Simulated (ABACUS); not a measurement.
Pb: equation of state with PBE

Crystal: Pb.

```
CELL_PARAMETERS angstrom
-1.97966 1.97966 1.97966
1.97966 -1.97966 1.97966
1.97966 1.97966 -1.97966
ATOMIC_POSITIONS crystal
Pb 0.00000 0.00000 0.00000
```

This isn't the form of Pb at room conditions, which is fcc.

```json
{
 "Program": "ABACUS 3.10.1",
 "Task": "equation of state",
 "Functional": "PBE",
 "Potentials or basis": "PseudoDojo NC SR 0.4.1 PBE standard",
 "Cutoff": "1361 eV",
 "Density cutoff": "5442 eV",
 "Basis": "TZDP LCAO (the cutoffs set its grid)",
 "k mesh": "9 × 9 × 9",
 "Occupations": "fermi-dirac, width 0.05 eV",
 "Spin": "no spin polarisation",
 "Orbital files": "Pb Pb_confined-atom_8au_3s3p3d1f.orb",
 "Radial cutoff of the potentials (pseudo_rcut)": "10 bohr",
 "SCF threshold on the density": "1e-07",
 "Max SCF steps": "100",
 "Eigensolver": "genelpa",
 "Mixing": "broyden",
 "Mixing share": "0.7",
 "Symmetry key": "1",
 "Bands": "11"
}
```

| Item | Value |
| --- | --- |
| Equilibrium volume | 31.88 Å³/atom |
| Bulk modulus | 37 GPa |
| Pressure derivative of the bulk modulus | 5.6 |

Energy against volume, from the lowest point:
| volume (Å³/atom) | energy (meV/atom) |
| --- | --- |
| 29.172 | 32.32 |
| 29.792 | 18.27 |
| 30.413 | 8.53 |
| 31.034 | 2.59 |
| 31.654 | 0.00 |
| 32.275 | 0.34 |
| 32.896 | 3.26 |

All runs of the series together: 39 s on 4 threads of Intel(R) Xeon(R) CPU @ 2.60GHz (Ice Lake) (shared host).

Caveat: the atomic orbitals were generated for these runs and aren't a published set; the basis of atomic orbitals isn't converged, which shifts pressures, moduli and gaps. Spin-orbit coupling is left out, which matters for the levels of Pb.
